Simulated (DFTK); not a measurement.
## KTaO3 in DFTK: convergence with k mesh

Crystal: KTaO3.

```
Ta K O
1.0
     3.98830    0.00000    0.00000
     0.00000    3.98830    0.00000
     0.00000    0.00000    3.98830
Ta K O
1 1 3
Direct
  0.00000 0.00000 0.00000
  0.50000 0.50000 0.50000
  0.00000 0.00000 0.50000
  0.00000 0.50000 0.00000
  0.50000 0.00000 0.00000
```

| Item | Value |
| --- | --- |
| Program | DFTK 0.8.2 |
| Task | convergence study |
| Functional | PBEsol |
| Potentials or basis | dojo.nc.sr.pbesol.v0_4_1.standard.upf (PBEsol) |
| Cutoff | 1143 eV |
| k mesh | 1 × 1 × 1 |
| Occupations | fermi-dirac, width 0.15 eV |
| Spin | no spin polarisation |

These are the settings of the first run; the series varies k mesh, with any setting tied to it.

Hardware: 1 thread of Intel(R) Xeon(R) Platinum 8488C (Sapphire Rapids), with other jobs on the host.

```csv
k mesh,"energy less the tightest run, at zero smearing (meV/atom)",pressure (GPa),gap on the mesh (eV),SCF cycles
1 × 1 × 1,4270.89,47.22,0.537,18
2 × 2 × 2,204.60,0.28,1.810,13
3 × 3 × 3,28.28,-1.45,2.367,13
4 × 4 × 4,5.08,-1.66,2.130,14
5 × 5 × 5,1.01,-1.69,2.256,14
6 × 6 × 6,0.21,-1.69,2.147,14
8 × 8 × 8,0.01,-1.69,2.148,14
9 × 9 × 9,0.00,-1.69,2.184,14
```

Against the tightest run, the energy stays within 1 meV/atom from 6 × 6 × 6 on; the pressure stays within 0.1 GPa from 4 × 4 × 4 on. Not settled before the last step: the gap on the mesh (to 0.01 eV). Meshes of other sizes hit other points, so gaps and Fermi surfaces needn't settle smoothly. The tightest run that finished is the yardstick and may itself not be fully converged.

Caveat, for the tightest run too: spin-orbit coupling is left out, which moves the levels of the heavy elements; an odd mesh through Γ misses points on the zone boundary, where band edges often lie.
